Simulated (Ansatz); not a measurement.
**Ti2C: why energy differences converge before total energies**

All numbers below come from DFT r2SCAN, scalar-relativistic, plane waves, PAW in Ansatz.

```
CELL_PARAMETERS angstrom
1.54070 0.88952 4.81377
-1.54070 0.88952 4.81377
0.00000 -1.77905 4.81377
ATOMIC_POSITIONS crystal
Ti 0.24550 0.24550 0.24550
Ti 0.75450 0.75450 0.75450
C 0.50000 0.50000 0.50000
```

```
Γ-centred k-mesh : 18×18×18
occupation rule  : Gaussian smearing, 0.1 eV
spin treatment   : unpolarised
```

A second cell has all atoms moved and the lattice slightly strained:

```yaml
crystal:
  lattice:
    - [1.47612, 0.89009, 4.83792]
    - [-1.57168, 0.90065, 4.86655]
    - [-0.03864, -1.78689, 4.85152]
  atoms:
    - { symbol: Ti, position: [0.24969, 0.23622, 0.26225] }
    - { symbol: Ti, position: [0.75437, 0.75129, 0.75479] }
    - { symbol: C, position: [0.51251, 0.50619, 0.49726] }
```

It ran on a 12×12×12 mesh, another than the first cell's, which shifts the difference by nearly the same amount at every cutoff. Both were run at several values of the cutoff; energies per atom at zero smearing, errors against the largest value (600 eV), which isn't proved converged itself.

```tsv
cutoff	error, first cell (meV)	error, second cell (meV)
200 eV	3718.60	3707.92
250 eV	806.74	811.23
300 eV	128.36	126.89
350 eV	16.33	15.99
500 eV	1.58	1.57
```

Task: At the largest value the second cell lies 25.68 meV/atom above the first. What is the error of that difference at each value, and where does each quantity come within 1 meV/atom?

Result: The error of the difference is the second cell's error less the first's:
```csv
cutoff,difference (meV),its error (meV)
200 eV,15.00,-10.68
250 eV,30.17,4.49
300 eV,24.21,-1.47
350 eV,25.34,-0.34
500 eV,25.66,-0.02
```

No value below the largest brings the first cell's total energy within 1 meV/atom, while the difference is there from 350 eV on. Most of the error cancels, by a factor of about 96 in the median. A missing short wave mostly misdescribes the region near each nucleus, which both cells share; what doesn't cancel comes largely from the change of volume and bonding.

Cost: 12 runs of about 12 core-minutes in all, on Arm Neoverse V1 (shared hosts).